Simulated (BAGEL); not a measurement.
**C4H8 (1-butene): levels of theory compared**

We compute a comparison of 6 runs (HF/STO-3G, HF/3-21G, B3LYP/6-31G*, PBE0/def2-SVP, RI-MP2/6-31+G*) of C4H8 (1-butene). 

The results are computed with BAGEL 1.2.2.

2 further runs of the same task are left out: 1 that didn't finish, 1 set aside as unsound or not needed.

**1. The molecule**

C4H8: 12 atoms, total charge 0, spin state singlet. As SMILES, `C=CCC`. The shape is that of a PBE0-D4/def2-TZVP optimisation. This is one conformer, not always the lowest.

Bond lengths: C1–C2 1.325 Å, C2–C3 1.492 Å, C3–C4 1.525 Å, C1–H5 1.086 Å, C1–H6 1.084 Å, C2–H7 1.090 Å, C3–H8 1.094 Å, C3–H9 1.097 Å, C4–H10 1.093 Å, C4–H11 1.092 Å, C4–H12 1.092 Å. Some angles: C1–C2–C3 125.3°, C2–C3–C4 112.5°, C1–C2–H7 118.9°, C3–C2–H7 115.8°, C2–C1–H5 121.3°, C2–C1–H6 121.7°, C2–C3–H8 109.5°, C2–C3–H9 109.0°, C4–C3–H8 110.2°, C4–C3–H9 108.9°.

**2. A single-point energy at HF/STO-3G (run 1)**

job.json reads:

```json
{ "bagel" : [

{
  "title" : "molecule",
  "basis" : "sto-3g",
  "df_basis" : "qzvpp-jkfit",
  "angstrom" : true,
  "geometry" : [
    { "atom" : "C", "xyz" : [   -0.102800,    1.905000,    0.560800 ] },
    { "atom" : "C", "xyz" : [    0.327700,    0.889700,   -0.174300 ] },
    { "atom" : "C", "xyz" : [   -0.446000,   -0.352500,   -0.465500 ] },
    { "atom" : "C", "xyz" : [    0.258200,   -1.608200,    0.036200 ] },
    { "atom" : "H", "xyz" : [   -1.092900,    1.899200,    1.007100 ] },
    { "atom" : "H", "xyz" : [    0.512900,    2.778300,    0.742300 ] },
    { "atom" : "H", "xyz" : [    1.330000,    0.935100,   -0.599700 ] },
    { "atom" : "H", "xyz" : [   -1.442300,   -0.274800,   -0.019600 ] },
    { "atom" : "H", "xyz" : [   -0.593000,   -0.436900,   -1.549400 ] },
    { "atom" : "H", "xyz" : [    1.253200,   -1.704600,   -0.406500 ] },
    { "atom" : "H", "xyz" : [    0.380200,   -1.579000,    1.121300 ] },
    { "atom" : "H", "xyz" : [   -0.308300,   -2.506700,   -0.218800 ] }
  ]
},
{ "title" : "hf", "df" : false },
{ "title" : "print", "file" : "orbitals.molden", "orbitals" : true }

]}
```

Run with:

```console
$ BAGEL_NUM_THREADS=1 BAGEL job.json > job.out
```

The log of the run:

```text
* using 1 threads per process

  ===============================================================
  ===============================================================

  *** Geometry ***

  { "atom" : "C", "xyz" : [     -0.194264,      3.599928,      1.059758 ] },
  { "atom" : "C", "xyz" : [      0.619263,      1.681289,     -0.329379 ] },
  { "atom" : "C", "xyz" : [     -0.842818,     -0.666128,     -0.879668 ] },
  { "atom" : "C", "xyz" : [      0.487927,     -3.039058,      0.068408 ] },
  { "atom" : "H", "xyz" : [     -2.065282,      3.588968,      1.903143 ] },
  { "atom" : "H", "xyz" : [      0.969241,      5.250226,      1.402744 ] },
  { "atom" : "H", "xyz" : [      2.513336,      1.767083,     -1.133269 ] },
  { "atom" : "H", "xyz" : [     -2.725552,     -0.519297,     -0.037039 ] },
  { "atom" : "H", "xyz" : [     -1.120608,     -0.825621,     -2.927942 ] },
  { "atom" : "H", "xyz" : [      2.368205,     -3.221227,     -0.768174 ] },
  { "atom" : "H", "xyz" : [      0.718474,     -2.983878,      2.118950 ] },
  { "atom" : "H", "xyz" : [     -0.582603,     -4.736976,     -0.413472 ] },

  Number of auxiliary basis functions:      444

  Since a DF basis is specified, we compute 2- and 3-index integrals:
    o Being stored without compression. Storage requirement is 0.003 GB

  Number of basis functions:       28
  Number of electrons      :       32

    * METHOD: MOLECULE                             0.10

  *** RHF ***

  === Nuclear Repulsion ===
   117.5801010928

      * DIIS with orbital gradients will be used.

  === RHF iteration (sto-3g) ===
      0       -153.91464273          0.02832067           0.06
      1       -154.21170020          0.00878165           0.06
      2       -154.23486465          0.00355421           0.06
      3       -154.23827901          0.00058106           0.06
      4       -154.23842683          0.00018950           0.05
      5       -154.23844762          0.00005166           0.05
      6       -154.23844914          0.00001324           0.05
      7       -154.23844923          0.00000317           0.05
      8       -154.23844923          0.00000077           0.05
      9       -154.23844923          0.00000030           0.05
     10       -154.23844923          0.00000008           0.05
     11       -154.23844923          0.00000003           0.04
     12       -154.23844923          0.00000001           0.04
    * SCF iteration converged.

    * Permanent dipole moment:
           (   -0.003598,     0.097368,     0.044736) a.u.

    * METHOD: HF                                   0.72

    * METHOD: PRINT                                0.00

  ===============================================================
```

It took 1.1 s on 1 thread of Intel Xeon 6975P-C (Granite Rapids), shared host; peak memory 0.28 GiB.

**3. A single-point energy at HF/3-21G (run 2)**

job.json reads:

```json
{ "bagel": [

{
  "title": "molecule",
  "basis": "3-21g",
  "df_basis": "qzvpp-jkfit",
  "angstrom": true,
  "geometry": [
    { "atom": "C", "xyz": [   -0.102800,    1.905000,    0.560800 ] },
    { "atom": "C", "xyz": [    0.327700,    0.889700,   -0.174300 ] },
    { "atom": "C", "xyz": [   -0.446000,   -0.352500,   -0.465500 ] },
    { "atom": "C", "xyz": [    0.258200,   -1.608200,    0.036200 ] },
    { "atom": "H", "xyz": [   -1.092900,    1.899200,    1.007100 ] },
    { "atom": "H", "xyz": [    0.512900,    2.778300,    0.742300 ] },
    { "atom": "H", "xyz": [    1.330000,    0.935100,   -0.599700 ] },
    { "atom": "H", "xyz": [   -1.442300,   -0.274800,   -0.019600 ] },
    { "atom": "H", "xyz": [   -0.593000,   -0.436900,   -1.549400 ] },
    { "atom": "H", "xyz": [    1.253200,   -1.704600,   -0.406500 ] },
    { "atom": "H", "xyz": [    0.380200,   -1.579000,    1.121300 ] },
    { "atom": "H", "xyz": [   -0.308300,   -2.506700,   -0.218800 ] }
  ]
},
{
  "title": "hf",
  "df": false
},
{
  "title": "print",
  "file": "orbitals.molden",
  "orbitals": true
}

]}
```

Run with:

```console
$ BAGEL_NUM_THREADS=1 BAGEL job.json > job.out
```

The log of the run:

```text
* using 1 threads per process

  ===============================================================
  ===============================================================

  *** Geometry ***

  { "atom" : "C", "xyz" : [     -0.194264,      3.599928,      1.059758 ] },
  { "atom" : "C", "xyz" : [      0.619263,      1.681289,     -0.329379 ] },
  { "atom" : "C", "xyz" : [     -0.842818,     -0.666128,     -0.879668 ] },
  { "atom" : "C", "xyz" : [      0.487927,     -3.039058,      0.068408 ] },
  { "atom" : "H", "xyz" : [     -2.065282,      3.588968,      1.903143 ] },
  { "atom" : "H", "xyz" : [      0.969241,      5.250226,      1.402744 ] },
  { "atom" : "H", "xyz" : [      2.513336,      1.767083,     -1.133269 ] },
  { "atom" : "H", "xyz" : [     -2.725552,     -0.519297,     -0.037039 ] },
  { "atom" : "H", "xyz" : [     -1.120608,     -0.825621,     -2.927942 ] },
  { "atom" : "H", "xyz" : [      2.368205,     -3.221227,     -0.768174 ] },
  { "atom" : "H", "xyz" : [      0.718474,     -2.983878,      2.118950 ] },
  { "atom" : "H", "xyz" : [     -0.582603,     -4.736976,     -0.413472 ] },

  Number of auxiliary basis functions:      444

  Since a DF basis is specified, we compute 2- and 3-index integrals:
    o Being stored without compression. Storage requirement is 0.010 GB

  Number of basis functions:       52
  Number of electrons      :       32

    * METHOD: MOLECULE                             0.10

  *** RHF ***

  === Nuclear Repulsion ===
   117.5801010928

      * DIIS with orbital gradients will be used.

  === RHF iteration (3-21g) ===
      0       -143.44934366          0.05034931           0.07
      1       -154.37954471          0.05876029           0.07
      2       -155.10776951          0.02115670           0.06
      3       -155.23029011          0.00599720           0.06
      4       -155.24144273          0.00107712           0.06
      5       -155.24210392          0.00030378           0.06
      6       -155.24215782          0.00011707           0.06
      7       -155.24216493          0.00003951           0.06
      8       -155.24216593          0.00000981           0.06
      9       -155.24216599          0.00000236           0.06
     10       -155.24216600          0.00000072           0.06
     11       -155.24216600          0.00000026           0.06
     12       -155.24216600          0.00000007           0.05
     13       -155.24216600          0.00000002           0.05
     14       -155.24216600          0.00000001           0.05
    * SCF iteration converged.

    * Permanent dipole moment:
           (   -0.006683,     0.112113,     0.045213) a.u.

    * METHOD: HF                                   0.95

    * METHOD: PRINT                                0.00

  ===============================================================
```

Wall time 1.3 s (1 thread of Intel Xeon 6975P-C (Granite Rapids), shared host); peak memory 0.28 GiB.

Runs 3 to 5 aren't shown in full; the table further down has their settings and results.

**4. Energy and forces at RI-MP2/6-31+G(d) (density fitting with qzvpp-jkfit, cc-pv5z-ri for correlation, spherical functions) (run 6)**

calc.json reads:

```json
{ "bagel": [

{
  "title": "molecule",
  "basis": "6-31+gs.json",
  "df_basis": "qzvpp-jkfit",
  "angstrom": "true",
  "geometry": [
    { "atom": "C", "xyz": [   -0.102800,    1.905000,    0.560800 ] },
    { "atom": "C", "xyz": [    0.327700,    0.889700,   -0.174300 ] },
    { "atom": "C", "xyz": [   -0.446000,   -0.352500,   -0.465500 ] },
    { "atom": "C", "xyz": [    0.258200,   -1.608200,    0.036200 ] },
    { "atom": "H", "xyz": [   -1.092900,    1.899200,    1.007100 ] },
    { "atom": "H", "xyz": [    0.512900,    2.778300,    0.742300 ] },
    { "atom": "H", "xyz": [    1.330000,    0.935100,   -0.599700 ] },
    { "atom": "H", "xyz": [   -1.442300,   -0.274800,   -0.019600 ] },
    { "atom": "H", "xyz": [   -0.593000,   -0.436900,   -1.549400 ] },
    { "atom": "H", "xyz": [    1.253200,   -1.704600,   -0.406500 ] },
    { "atom": "H", "xyz": [    0.380200,   -1.579000,    1.121300 ] },
    { "atom": "H", "xyz": [   -0.308300,   -2.506700,   -0.218800 ] }
  ]
},
{
  "title": "force",
  "method": [
    {
      "title": "mp2",
      "ncore": 4,
      "aux_basis": "cc-pv5z-ri"
    }
  ]
}

]}
```

The basis set 6-31+G* is read from a file made from the Basis Set Exchange's data (not shown).

Run with:

```console
$ BAGEL_NUM_THREADS=1 BAGEL calc.json > calc.out
```

The log of the run:

```text
* using 1 threads per process

  ===============================================================
  ===============================================================

  *** Geometry ***

  { "atom" : "C", "xyz" : [     -0.194264,      3.599928,      1.059758 ] },
  { "atom" : "C", "xyz" : [      0.619263,      1.681289,     -0.329379 ] },
  { "atom" : "C", "xyz" : [     -0.842818,     -0.666128,     -0.879668 ] },
[... 8 lines of this table left out ...]
  { "atom" : "H", "xyz" : [     -0.582603,     -4.736976,     -0.413472 ] },

  Number of auxiliary basis functions:      444

  Since a DF basis is specified, we compute 2- and 3-index integrals:
    o Being stored without compression. Storage requirement is 0.028 GB

  Number of basis functions:       88
  Number of electrons      :       32

    * METHOD: MOLECULE                             0.16

  The gradients will be computed analytically.

  *** RHF ***

  === Nuclear Repulsion ===
   117.5801010928

      * DIIS with orbital gradients will be used.

[... 6 lines left out ...]
    * SCF iteration converged.
[... 1 line left out ...]
    * Permanent dipole moment:
[... 13 lines left out ...]
      MP2 correlation energy:   -0.5151587110
[... 1 line left out ...]
    * Permanent dipole moment: MP2 unrelaxed
[... 10 lines left out ...]
    * Permanent dipole moment: MP2 relaxed
[... 16 lines left out ...]
    o Atom   3
        x         -0.0019080047
        y          0.0022021922
        z         -0.0012737519
    o Atom   4
        x          0.0012350921
        y         -0.0005468802
        z         -0.0007486965
    o Atom   5
        x         -0.0005921885
        y         -0.0014901007
        z         -0.0005291765
    o Atom   6
        x         -0.0016849374
        y         -0.0001643903
        z          0.0007996439
    o Atom   7
        x          0.0017026034
        y         -0.0001605754
        z         -0.0011041056
    o Atom   8
        x          0.0004279433
        y          0.0002640382
        z          0.0013304590
    o Atom   9
        x         -0.0012908213
        y         -0.0000722020
        z          0.0009383408
    o Atom  10
        x          0.0001362575
        y         -0.0003791146
        z         -0.0017473398
    o Atom  11
        x          0.0011157725
        y          0.0014583190
        z          0.0003707299

    * METHOD: FORCE                                8.68

  ===============================================================
```

Wall time 9.3 s (1 thread of Intel Xeon 6975P-C (Granite Rapids), shared host); peak memory 0.43 GiB.

**5. The series**

```csv
run,level,integral approximation,Cartesian functions,energy (Eh),dipole moment (D),HOMO energy (eV),LUMO energy (eV),wall time
1,HF/STO-3G,none,no,-154.238449,0.27,-8.37,8.83,1.1 s
2,HF/3-21G,none,no,-155.242166,0.31,-9.74,5.15,1.3 s
3,"B3LYP/6-31G* (density fitting with qzvpp-jkfit, spherical functions)",qzvpp-jkfit,no,-157.217752,0.34,-6.82,0.77,7.2 s
4,"B3LYP/6-31G* (density fitting with qzvpp-jkfit, Cartesian functions)",qzvpp-jkfit,yes,-157.220747,0.34,-6.82,0.76,7.8 s
5,PBE0/def2-SVP (density fitting with qzvpp-jkfit),qzvpp-jkfit,no,-156.905628,0.39,-7.32,0.63,9.3 s
6,"RI-MP2/6-31+G* (density fitting with qzvpp-jkfit, cc-pv5z-ri for correlation, spherical functions)",qzvpp-jkfit,no,-156.624397,0.34,–,–,9.3 s
```

**6. Summary of results**

| quantity | value |
| --- | --- |
| run 6: total energy | -156.62440 Eh |
| run 6: dipole moment (of the density that the program reports) | 0.34 D |
| run 6: correlation energy (4 core orbitals frozen) | -515.2 mEh |
| run 6: largest force on an atom | 1.026 eV/Å |

In words: The dipole moment (its size) runs from 0.27 D (HF/STO-3G) to 0.39 D (PBE0/def2-SVP). The two ends differ in method and basis. Over runs 1, 2, 3, 4, 5 the HOMO–LUMO gap runs from 7.58 eV (B3LYP/6-31G*) to 17.20 eV (HF/STO-3G). Totals of different functionals can't be ranked against each other. In run 1 the basis is minimal, so the values are rough. All runs together took 36 s, the longest 9.3 s.
